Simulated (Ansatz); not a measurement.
# WS3: the cost of one run

Program: Ansatz 0.2.0. Level of theory: DFT r2SCAN, scalar-relativistic, plane waves, PAW. These are calculated values, not measurements.

2 further runs of the same task are left out: 2 set aside as unsound or not needed.

### Step 1. The system as given

Symmetry: Pm-3n, No. 223, cubic system. Conventional cell: a = 5.474 Å, b = 5.474 Å, c = 5.474 Å, α = 90.00°, β = 90.00°, γ = 90.00°. W (site symmetry m-3) is surrounded by 12 S at 3.06 Å. S (site symmetry -4m2) is surrounded by 2 S at 2.74 Å and 4 W at 3.06 Å.

Coordinates:

```
W S
1.0
     5.47428    0.00000    0.00000
     0.00000    5.47428    0.00000
     0.00000    0.00000    5.47428
W S
2 6
Cartesian
  0.0000 0.0000 0.0000
  2.7371 2.7371 2.7371
  0.0000 2.7371 1.3686
  0.0000 2.7371 4.1057
  1.3686 0.0000 2.7371
  4.1057 0.0000 2.7371
  2.7371 4.1057 0.0000
  2.7371 1.3686 0.0000
```

(A quick probe on a coarse mesh, which set the mesh and smearing, is not shown.)

### Step 3. A loose first relaxation

input.yaml

```yaml
crystal:
  lattice:
    - [5.4742840046, 0.0, 0.0]
    - [0.0, 5.4742840046, 0.0]
    - [0.0, 0.0, 5.4742840046]
  atoms:
    - { symbol: W, position: [0.0, 0.0, 0.0], spin: 2.43 }
    - { symbol: W, position: [0.5, 0.5, 0.5], spin: 2.43 }
    - { symbol: S, position: [0.0, 0.5, 0.25], spin: -0.21 }
    - { symbol: S, position: [0.0, 0.5, 0.75], spin: -0.21 }
    - { symbol: S, position: [0.25, 0.0, 0.5], spin: -0.21 }
    - { symbol: S, position: [0.75, 0.0, 0.5], spin: -0.21 }
    - { symbol: S, position: [0.5, 0.75, 0.0], spin: -0.21 }
    - { symbol: S, position: [0.5, 0.25, 0.0], spin: -0.21 }
basis:
  ecutwfc: 500
kpoints:
  mp_grid: { grid: [4, 4, 4] }
hamiltonian:
  xc: r2scan
scf:
  occupations: { method: gaussian, width: 0.1 }
  lower_state_search: "off"
output:
  forces: true
  stress: true
  eigenvalues: true
  populations: true
magnetization:
  spin_polarized: true
relax:
  adjacent_minimum: "off"
  f_tol: 0.04
  max_steps: 70
  cell: { stress_tol: 0.4 }
```

On the command line:

```console
ansatz run input.yaml --threads 1 --pin off --max-ram 2560MiB --backend cpu --events-out ev --progress --plain --runs-dir out
```

What time and memory should one allow on 1 thread of Intel Xeon Platinum 8375C at 2.90GHz (Ice Lake), shared host?

About 2.5 min, with a peak of 0.84 GiB.
